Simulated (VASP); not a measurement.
A run of VASP 6.6.1 is set up as follows.

The input INCAR:

```
  PREC = Accurate
  ENCUT = 600
  EDIFF = 1E-7
  ISMEAR = 1
  SIGMA = 0.1
  LREAL = False
  LASPH = True
  NELM = 80
  ALGO = Normal
  ISIF = 2
  LWAVE = False
  LCHARG = False
  METAGGA = R2SCAN
  LMIXTAU = True
  IBRION = 2
  NSW = 40
  EDIFFG = -0.01
```

Contents of KPOINTS:

```
regular mesh
0
Gamma
  16 16 16
```

The input POSCAR:

```
W                                       
1.0
   -1.6073572182      1.6073572182      1.6073572182
    1.6073572182     -1.6073572182      1.6073572182
    1.6073572182      1.6073572182     -1.6073572182
  W             
     1
Direct
     0.0000000000000000    0.0000000000000000    0.0000000000000000
```

Potentials or basis: VASP PAW PBE potentials, release 64 (W_sv).

Command:

```sh
$ cat potpaw_PBE.64/W_sv/POTCAR > POTCAR
$ mpirun -np 1 vasp_std > vasp.out
```

(1) Predict the band gap on the k mesh.

## Answers

(1) none (metal or under the smearing width).

Caveat: the relaxation stopped at its first step, so nothing moved.
